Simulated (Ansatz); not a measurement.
# Sr (Sr, A15): the cost of one run

Computed with Ansatz 0.2.0 (DFT RPBE, plane waves (420 eV) with PAW, scalar-relativistic; the PAW data stem from PBE, with regenerated cores, unless a step says otherwise).

### 1 Starting point

It takes space group Pm-3n (No. 223, cubic). The conventional cell has a = 7.666 Å, b = 7.666 Å, c = 7.666 Å, α = 90.00°, β = 90.00°, γ = 90.00°. Sr (site symmetry m-3) has 12 Sr at 4.29 Å as nearest neighbours. Sr (site symmetry -4m2) has 6 Sr at 3.83 to 4.29 Å as nearest neighbours.

As a file:

```cif
data_structure
_symmetry_space_group_name_H-M 'Pm-3n'
_symmetry_Int_Tables_number 223
_cell_length_a 7.6662
_cell_length_b 7.6662
_cell_length_c 7.6662
_cell_angle_alpha 90.000
_cell_angle_beta 90.000
_cell_angle_gamma 90.000
_cell_volume 450.55
loop_
_atom_site_label
_atom_site_type_symbol
_atom_site_symmetry_multiplicity
_atom_site_Wyckoff_symbol
_atom_site_fract_x
_atom_site_fract_y
_atom_site_fract_z
_atom_site_occupancy
Sr1 Sr 2 a 0.00000 0.00000 0.00000 1
Sr2 Sr 6 c 0.25000 0.00000 0.50000 1
```

### 2 Geometry optimisation

input.yaml

```yaml
crystal:
  lattice:
    - [7.6662416123, 0.0, 0.0]
    - [0.0, 7.6662416123, 0.0]
    - [0.0, 0.0, 7.6662416123]
  atoms:
    - { symbol: Sr, position: [0.0, 0.0, 0.0] }
    - { symbol: Sr, position: [0.5, 0.5, 0.5] }
    - { symbol: Sr, position: [0.25, 0.0, 0.5] }
    - { symbol: Sr, position: [0.75, 0.0, 0.5] }
    - { symbol: Sr, position: [0.5, 0.25, 0.0] }
    - { symbol: Sr, position: [0.5, 0.75, 0.0] }
    - { symbol: Sr, position: [0.0, 0.5, 0.25] }
    - { symbol: Sr, position: [0.0, 0.5, 0.75] }
hamiltonian:
  xc: rpbe
  pseudopotentials:
    kind: paw
    azcp:
      Sr: "pseudopotentials/Sr.paw.azcp"
basis:
  ecutwfc: 420
  fft_grid_basis: typed
kpoints:
  mp_grid: { grid: [4, 4, 4], shift: [0, 0, 0] }
magnetization:
  spin_polarized: false
scf:
  occupations: { method: fermi_dirac, width: 0.1 }
relax:
  max_steps: 60
  f_tol: 0.01
  cell: {}
```

Command:

```console
ansatz run input.yaml --threads 4 --pin off --max-ram 8192MiB --backend cpu --events-out ev --progress --plain --runs-dir out
```

What time and memory should one allow on 4 threads of Intel Xeon 6975P-C (Granite Rapids), shared host?

About 8.9 s, with a peak of 0.98 GiB.
